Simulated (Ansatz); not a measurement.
Computed with Ansatz 0.2.0, DFT PBE, scalar-relativistic, plane waves, PAW. All cells share a 420 eV cutoff and Γ-centred k meshes spaced at most about 0.3 Å⁻¹ (about 0.25 or finer for metals, 2π included). No spin polarisation in the final relaxations.

These are static total energies at zero pressure.

Two relaxed structures of B:

1.

```
CELL_PARAMETERS angstrom
4.57851 0.00000 0.00000
0.00000 4.57851 0.00000
0.00000 0.00000 3.02286
ATOMIC_POSITIONS crystal
B 0.96882 0.38158 0.22944
B 0.03118 0.61842 0.72944
B 0.61842 0.96882 0.97944
B 0.38158 0.03118 0.47944
B 0.08801 0.23698 0.71114
B 0.91199 0.76302 0.21114
B 0.76302 0.08801 0.46114
B 0.23698 0.91199 0.96114
```

2.

```
CELL_PARAMETERS angstrom
1.17328 -4.30659 0.00000
1.17328 4.30659 0.00000
0.00000 0.00000 3.27443
ATOMIC_POSITIONS crystal
B 0.50000 0.50000 0.75113
B 0.50000 0.50000 0.24887
B 0.32025 0.67975 0.50000
B 0.67975 0.32025 0.50000
```

Problem. Which is lower in energy, and by how much?

Solution. Cell 1 is lower, by 0.34 eV/atom. Cell 1 has space group P4_3 (No. 78), 7.9 Å³/atom and no gap on its mesh; cell 2 has space group Cmmm (No. 65), 8.3 Å³/atom and no gap. Counting all near atoms (those within 1.25 times the shortest such distance or 1.15 times the sum of covalent radii), cell 1 has B 6 and cell 2 has B 4. The denser one is the lower, and pressure would at first widen the difference. In cell 1, B on its first site has 6 B at 1.69–1.88 Å; around B on its second site lie 6 B at 1.69–1.80 Å. In cell 2, B on a site of symmetry mm2 is surrounded by 2 B at 1.63–1.64 Å and 2 B at 1.75 Å; B on a site of symmetry m2m is surrounded by 4 B at 1.69–1.75 Å. Both come from invented guesses. The part of the Crystallography Open Database at hand lists B in space groups No. 58, 134, 166; no cell shown has one of them.

Cells relaxed within their symmetry can be saddle points.
